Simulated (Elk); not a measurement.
CaSe (Fm-3m): refractive index against wavelength

The refractive index of CaSe (Fm-3m) below the direct gap (3.00 eV on the mesh) is read from one computed spectrum, n = √(Re ε).

Cell: a, b, c = 4.180, 4.180, 4.180 Å (primitive vectors), 2 atoms.

Method: Elk 11.2.3 (patched build), PBE, independent particles, k-mesh 10×10×10, Lorentzian half width 0.1 eV.

Launch of the response step: `OMP_NUM_THREADS=4 elk`. The run took 9 s, its band step included, on 4 threads of Arm Neoverse V2, with other jobs on the host.

```tsv
wavelength (nm)	photon energy E (eV)	n
2000	0.620	2.4562
1550	0.800	2.4663
1310	0.946	2.4766
1064	1.165	2.4960
850	1.459	2.5304
700	1.771	2.5802
633	1.959	?
```

In the single-oscillator model n² − 1 = E₀E_d/(E₀² − E²), so 1/(n² − 1) = E₀/E_d − E²/(E₀E_d) is linear in E².

Working, on the rows shown:

| x = E² (eV²) | y = 1/(n² − 1) |
| --- | --- |
| 0.384302 | 0.198692 |
| 0.639837 | 0.196748 |
| 0.895757 | 0.194797 |
| 1.35784 | 0.191204 |
| 2.12762 | 0.185085 |
| 3.13716 | 0.176759 |

Means: x̄ = 1.4238, ȳ = 0.19055. Σ(x − x̄)(y − ȳ) = -0.04308, Σ(x − x̄)² = 5.409. Slope = -0.04308 / 5.409 = -0.007965; intercept = ȳ − slope · x̄ = 0.20189. Turned back into n, the line misses the rows shown by at most 0.00088.

Q: Predict the last column of the withheld row from the fit.

A: At x = 3.8364 the line gives y = 0.17133, that is 2.6147. The run gave 2.6187, so the extrapolation is off by 0.004, 2 % of the range in the table.

Refitted with all rows, the slope is -0.008087 and the intercept 0.20202. These give E₀ = √(intercept/−slope) = 5.00 eV and E_d = E₀/intercept = 24.7 eV; E₀ is 1.7 times the direct gap. The electronic limit at long wavelengths, without lattice vibrations, is n = √(1 + 1/intercept) = 2.439. The cell comes from an older database entry, whose edges can be off by a per cent or so. Excitons are left out and so are local fields; PBE gaps are as a rule too small. The values come from a sum over the points of one k-mesh and carry its error, which grows as the direct gap shrinks. Spin-orbit coupling is left out.

[Logs are printed without paths, hosts, clocks, repeated set-up lines and the standing remarks that a program may print on its own settings, such as how far it seeks lower states.]
